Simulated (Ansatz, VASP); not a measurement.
KF: VASP beside Ansatz

The input POSCAR:

```
KF
1.0
    0.0000000000      2.6718500000      2.6718500000
    2.6718500000      0.0000000000      2.6718500000
    2.6718500000      2.6718500000      0.0000000000
K F
1 1
Direct
    0.0000000000      0.0000000000      0.0000000000
    0.5000000000      0.5000000000      0.5000000000
```

File INCAR.step1:

```
PREC = Accurate ; ENCUT = 520
ISMEAR = -1 ; SIGMA = 0.02
LREAL = F ; LASPH = T
NELM = 100 ; NBANDS = 15
GGA = PE ; ALGO = Normal
EDIFF = 1E-4 ; LWAVE = T
LCHARG = F
```

The input INCAR.step2:

```
PREC = Accurate ; ENCUT = 520
EDIFF = 1E-8 ; ISMEAR = -1
SIGMA = 0.02 ; LREAL = F
LASPH = T ; NELM = 100
ALGO = Normal ; ISIF = 2
LWAVE = F ; LCHARG = F
METAGGA = R2SCAN ; LMIXTAU = T
LEFG = T ; NBANDS = 15
ISTART = 1
```

File KPOINTS:

```
regular mesh
0
Gamma
  6 6 6
```

Input for Ansatz:

```yaml
crystal:
  lattice:
    - [0.0, 2.67185, 2.67185]
    - [2.67185, 0.0, 2.67185]
    - [2.67185, 2.67185, 0.0]
  atoms:
    - { symbol: K, position: [0.0, 0.0, 0.0] }
    - { symbol: F, position: [0.5, 0.5, 0.5] }
kpoints:
  mp_grid: { grid: [6, 6, 6] }
scf:
  occupations: { method: fermi_dirac, width: 0.02 }
  initial_density: { chi_scale: 0.3 }
hamiltonian:
  xc: r2scan
  pseudopotentials: { kind: paw }
output:
  forces: true
  stress: true
  populations: true
  efg: { quadrupole_moments_barn: { K: 0.0603 }, contact_densities: true }
```

The cell was relaxed by an earlier calculation.

Alike in both runs: task electric field gradients; functional r2SCAN; k mesh 6 × 6 × 6; occupations fermi-dirac, width 0.02 eV; no spin polarisation.

|  | VASP | Ansatz |
| --- | --- | --- |
| version | VASP 6.6.1 | Ansatz 0.2.0 |
| potentials or method | VASP PAW PBE potentials, release 64 (K_sv, F) | plane-wave PAW, scalar-relativistic |
| plane-wave cutoff (eV) | 520 | 500 |
| valence electrons in the cell | 16 | 16 |

|  | VASP | Ansatz | Ansatz less VASP |
| --- | --- | --- | --- |
| gap on the k mesh at the Fermi level (eV) | 6.83 | 6.83 | +0.001 |
| pressure (GPa) | -0.5 | -0.5 | +0.05 |
| Vzz of the field gradient on the site that differs most (V/Å²) | 0.0 | 0.0 | -0.02 |

The functional is the same, so the differences come from potentials, cutoffs and numerics.

Caveats: the PAW data sets were made with another functional, which shifts forces and pressure a little (VASP). r2SCAN opens gaps a little over a GGA but as a rule still falls short of measured ones.
